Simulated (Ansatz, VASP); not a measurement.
MgTe: VASP beside Ansatz

INCAR

```
SYSTEM = MgTe
PREC = Accurate
ENCUT = 520
EDIFF = 1E-7
ISMEAR = -1
SIGMA = 0.05
LREAL = .FALSE.
LASPH = .TRUE.
NELM = 100
ALGO = Normal
ISIF = 2
LWAVE = .FALSE.
LCHARG = .FALSE.
GGA = PE
NBANDS = 16
```

File KPOINTS:

```
Automatic mesh
0
G
  7 7 4
  0 0 0
```

Contents of POSCAR:

```
MgTe
1.0
    4.4896635155      0.0000000000      0.0000000000
   -2.2448317577      3.8881626588      0.0000000000
    0.0000000000      0.0000000000      7.2808038868
Te Mg
2 2
Direct
    0.6666666667      0.3333333333      0.8850000000
    0.3333333333      0.6666666667      0.3850000000
    0.6666666667      0.3333333333      0.5000000000
    0.3333333333      0.6666666667      0.0000000000
```

The input input.yaml:

```yaml
crystal:
  lattice:
    - [4.4896635155, 0.0, 0.0]
    - [-2.2448317577, 3.8881626588, 0.0]
    - [0.0, 0.0, 7.2808038868]
  atoms:
    - { symbol: Te, position: [0.6666666667, 0.3333333333, 0.885] }
    - { symbol: Te, position: [0.3333333333, 0.6666666667, 0.385] }
    - { symbol: Mg, position: [0.6666666667, 0.3333333333, 0.5] }
    - { symbol: Mg, position: [0.3333333333, 0.6666666667, 0.0] }
hamiltonian:
  xc: pbe
  pseudopotentials: { kind: paw }
kpoints:
  mp_grid: { grid: [7, 7, 4] }
scf:
  occupations: { method: fermi_dirac, width: 0.05 }
output:
  forces: true
  stress: true
  eigenvalues: true
```

Change from the starting cell: volume scaled by 0.98.

Alike in both runs: task single point; functional PBE; k mesh 7 × 7 × 4; occupations fermi-dirac, width 0.05 eV; no spin polarisation.

|  | VASP | Ansatz |
| --- | --- | --- |
| version | VASP 6.6.1 | Ansatz 0.2.0 |
| potentials or method | VASP PAW PBE potentials, release 64 (Te, Mg) | Ansatz PAW |
| plane-wave cutoff (eV) | 520 | 420 |
| valence electrons in the cell | 16 | 52 |

|  | VASP | Ansatz | Ansatz less VASP |
| --- | --- | --- | --- |
| gap on the k mesh at the Fermi level (eV) | 2.65 | 2.66 | +0.008 |
| least direct gap on the mesh (eV) | 2.65 | 2.66 | +0.008 |
| pressure (GPa) | 3.3 | 3.3 | 0.00 |
| largest component of the traceless stress (GPa) | 1.03 | 1.02 | -0.004 |
| rms of the force components (eV/Å) | 0.143 | 0.141 | -0.0012 |

Atom by atom the forces differ by 0.001 eV/Å (rms over components). The two sets of potentials don't hold the same shells in valence.

Caveats: spin-orbit coupling is left out, which moves the levels of the heavy elements; an odd mesh through Γ misses points on the zone boundary, where band edges often lie (VASP); odd divisions of the mesh miss points on the zone boundary, where band edges often lie, so the gap on the mesh can be too wide (Ansatz).
